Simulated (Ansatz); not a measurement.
Crystal: In.

```xyz
1
Lattice="-1.8825 1.8825 1.8825 1.8825 -1.8825 1.8825 1.8825 1.8825 -1.8825" Properties=species:S:1:pos:R:3 pbc="T T T"
In    0.0000    0.0000    0.0000
```

This isn't the form of In at room conditions, which is tetragonal.

Base run:

* Program: Ansatz 0.2.0
* Functional: RPBE
* Potentials or basis: Ansatz PAW
* Cutoff: 420 eV (not typed: the program's choice for these potentials)
* k mesh: 10 × 10 × 10
* Occupations: fermi-dirac, width 0.05 eV
* Spin: no spin polarisation

Its results: band gap on the k mesh none (metal or under the smearing width); pressure 3.1 GPa.

Task: After a change of settings the same cell gave: band gap on the k mesh none (metal or under the smearing width); pressure -1.3 GPa. Which change was it?
A. functional from RPBE to r2SCAN; cutoff from 420 eV (not typed: the program's choice for these potentials) to 500 eV (not typed: the program's choice for these potentials)
B. functional from RPBE to BLYP
C. functional from RPBE to PBEsol
D. functional from RPBE to revPBE

Result: C.

PBEsol binds more tightly than RPBE, so the same cell stands under less pressure.

Caveats: spin-orbit coupling is left out, which moves the levels of the heavy elements; the PAW data sets come from PBE, with cores solved anew for the run's functional, which leaves a small shift of forces and pressure.

Runs at the PBE level aren't shown here.
